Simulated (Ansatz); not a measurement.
The system is Sn.

```xyz
2
Lattice="0.0000 3.2333 3.2333 3.2333 0.0000 3.2333 3.2333 3.2333 0.0000" Properties=species:S:1:pos:R:3 pbc="T T T"
Sn    4.8500    4.8500    4.8500
Sn    3.2333    3.2333    3.2333
```

This isn't the form of Sn at room conditions, which is tetragonal (white tin).

| Item | Value |
| --- | --- |
| Program | Ansatz 0.2.0 |
| Task | relaxation of cell and atoms |
| Functional | RPBE |
| Dispersion | D4 |
| Potentials or basis | Ansatz PAW |
| Cutoff | 420 eV (not typed: the program's choice for these potentials) |
| k mesh | 7 × 7 × 7 |
| Occupations | fermi-dirac, width 0.05 eV |
| Spin | no spin polarisation |

At the start: volume 33.80 Å³/atom.

Q: How do energy, volume and symmetry change on relaxing?

A: It ends after 5 steps and the volume is 35.32 Å³/atom (+4.5 %); space group Fd-3m (No. 227, to 0.05 Å).

The path:
| step | energy change (eV) | largest force (eV/Å) | volume (Å³) |
| --- | --- | --- | --- |
| 1 | 0.0000 | 0.0000 | 67.61 |
| 2 | -0.0119 | 0.0000 | 72.35 |
| 3 | -0.0169 | 0.0000 | 70.81 |
| 4 | -0.0170 | 0.0000 | 70.64 |
| 5 | -0.0176 | 0.0000 | 70.64 |

Final structure:
```
CELL_PARAMETERS angstrom
0.00000 3.28106 3.28106
3.28106 0.00000 3.28106
3.28106 3.28106 0.00000
ATOMIC_POSITIONS crystal
Sn 0.75000 0.75000 0.75000
Sn 0.50000 0.50000 0.50000
```

Caveat: the plane-wave basis is chosen anew once the cell has moved, so the energies of steps on either side of that aren't comparable; the PAW data sets come from PBE, with cores solved anew for the run's functional, which leaves a small shift of forces and pressure.
